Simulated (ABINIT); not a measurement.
The system is Ag.

```xyz
1
Lattice="0.0000 2.0427 2.0427 2.0427 0.0000 2.0427 2.0427 2.0427 0.0000" Properties=species:S:1:pos:R:3 pbc="T T T"
Ag    0.0000    0.0000    0.0000
```

Base run:

- Program: ABINIT 10.8.3 (patched build)
- Functional: r2SCAN
- Potentials or basis: PseudoDojo NC SR PBE v0.4.1 standard
- Cutoff: 1333 eV
- k mesh: 11 × 11 × 11
- Occupations: fermi-dirac, width 0.05 eV
- Spin: no spin polarisation

Its results: band gap on the k mesh none (metal or under the smearing width); pressure -0.2 GPa.

**Question.** The run is repeated on the same cell with these changes: potentials or basis from PseudoDojo NC SR PBE v0.4.1 standard to Ansatz NC r2SCAN; cutoff from 1333 eV to 1469 eV. What comes out?

**Answer.** Band gap on the k mesh none (metal or under the smearing width); pressure 1.2 GPa.

Caveats: a meta-GGA on potentials with a model core is unreliable (some runs); the potentials were made for another functional, which shifts forces and pressure (some runs).
